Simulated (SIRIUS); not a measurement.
Runs of SIRIUS 7.10.0 on Sn. The typed cell holds 2 atoms: a = 3.345 Å, b = 3.403 Å, c = 4.806 Å, α = 90.32°, β = 85.90°, γ = 86.75°. This isn't the form of Sn at room conditions, which is tetragonal (white tin).

```csv
level,libxc names,gap on the mesh (eV),pressure (GPa),largest force (eV/Å)
RPBE,"["XC_GGA_X_RPBE", "XC_GGA_C_PBE"]",none,2.2,0.03
AM05,"["XC_GGA_X_AM05", "XC_GGA_C_AM05"]",none,(a),0.04
GAM,"["XC_GGA_X_GAM", "XC_GGA_C_GAM"]",none,0.5,(b)
revPBE,"["XC_GGA_X_PBE_R", "XC_GGA_C_PBE"]",none,1.9,0.03
BLYP,"["XC_GGA_X_B88", "XC_GGA_C_LYP"]",none,6.0,0.05
PW91,"["XC_GGA_X_PW91", "XC_GGA_C_PW91"]",none,(c),0.04
B86bPBE,"["XC_GGA_X_B86_MGC", "XC_GGA_C_PBE"]",none,1.7,0.03
APBE,"["XC_GGA_X_APBE", "XC_GGA_C_APBE"]",none,1.9,0.03
```

Alike in all rows: task single point; potentials or basis PseudoDojo 0.4.1 PBE standard (scalar relativistic); no spin polarisation; cell all atoms moved at random; k mesh 4 × 4 × 3; cutoff (eV) 983; smearing fermi-dirac 0.05 eV; the mesh is coarse, so values aren't converged.

**Question.** Estimate the missing entries.

**Answer.** (a) -2.0; (b) 0.01; (c) 1.2.

Caveats: all runs use coarse meshes; the potentials were made for another functional, which shifts forces and pressure.

A k mesh can miss the band edges, and the runs leave out spin-orbit coupling on Sn.

A gap of «none» marks a metal or a gap under the smearing width.
